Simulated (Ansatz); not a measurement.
A run of Ansatz 0.2.0 is set up as follows.

Contents of input.yaml:

```yaml
crystal:
  lattice:
    - [0.0, 2.96366, 2.96366]
    - [2.96366, 0.0, 2.96366]
    - [2.96366, 2.96366, 0.0]
  atoms:
    - { symbol: Pb, position: [0.0, 0.0, 0.0] }
    - { symbol: F, position: [0.75, 0.75, 0.75] }
    - { symbol: F, position: [0.25, 0.25, 0.25] }
hamiltonian:
  xc: pbesol
  pseudopotentials: { kind: paw }
kpoints:
  mp_grid: { grid: [6, 6, 6] }
scf:
  occupations: { method: fixed }
output:
  forces: true
  stress: true
elastic:
  mode: clamped_ion
  stencil: two_point
```

Potentials or basis: Ansatz PAW.

Run with:

```console
$ ansatz run input.yaml --threads 2 --pin off --max-ram 5632MiB --backend cpu --events-out ev --progress --plain --runs-dir out
```

Question: What does it give for the clamped-ion elastic constants C11, C12, C44?

Answer: 107, 53, 30 GPa.

Question: Predict the Voigt bulk modulus.

Answer: 71 GPa.

Question: Estimate the pressure.

Answer: -1.1 GPa.

Question: Predict the band gap on the k mesh.

Answer: 4.33 eV, indirect (least direct gap 4.46 eV).

Elastic tensor in Voigt notation (GPa, ions clamped, in the Cartesian axes of the cell as first typed):
```
107  53  53   0   0   0
 53 107  53   0   0   0
 53  53 107   0   0   0
  0   0   0  30   0   0
  0   0   0   0  30   0
  0   0   0   0   0  30
```

Caveat: the pressure holds a Pulay correction of +0.5 GPa for the finite cutoff; spin-orbit coupling is left out, which as a rule narrows the gap of such compounds by several tenths of an eV; the PAW data sets come from PBE, with cores solved anew for the run's functional, which leaves a small shift of forces and pressure. A k mesh can miss the band edges.
